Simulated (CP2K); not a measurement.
Crystal: Pt.

```
Pt
1.0
     2.74346    0.00000    0.00000
    -0.91281    2.60623    0.00000
    -0.91209   -1.27385    2.22409
Pt
1
Cartesian
  0.0000 0.0000 0.0000
```

This isn't the form of Pt at room conditions, which is fcc.

Base run:

| Property | Result |
| --- | --- |
| Program | CP2K 2026.2 |
| Functional | RPBE |
| Potentials or basis | POTENTIAL_UZH Pt GTH-PBE-q18; TZVP-MOLOPT-PBE-GTH basis |
| Density cutoff | 9184 eV |
| k mesh | 12 × 12 × 12 |
| Occupations | fermi-dirac, width 0.05 eV |
| Spin | no spin polarisation |

Its results: band gap on the k mesh none (metal or under the smearing width); pressure 2.5 GPa.

After a change of settings the same cell gave: band gap on the k mesh none (metal or under the smearing width); pressure -10.8 GPa. Which change was it?
A. functional from RPBE to PW91
B. functional from RPBE to vdW-DF2
C. functional from RPBE to PBEsol
D. functional from RPBE to LDA

C.

PBEsol binds more tightly than RPBE, so the same cell stands under less pressure.

Caveats: the potentials were made for another functional, which shifts forces and pressure; the basis of atomic orbitals isn't converged, which shifts pressures, moduli and gaps; spin-orbit coupling is left out, which moves the levels of the heavy elements (some runs).

Runs at the PBE level aren't shown here.
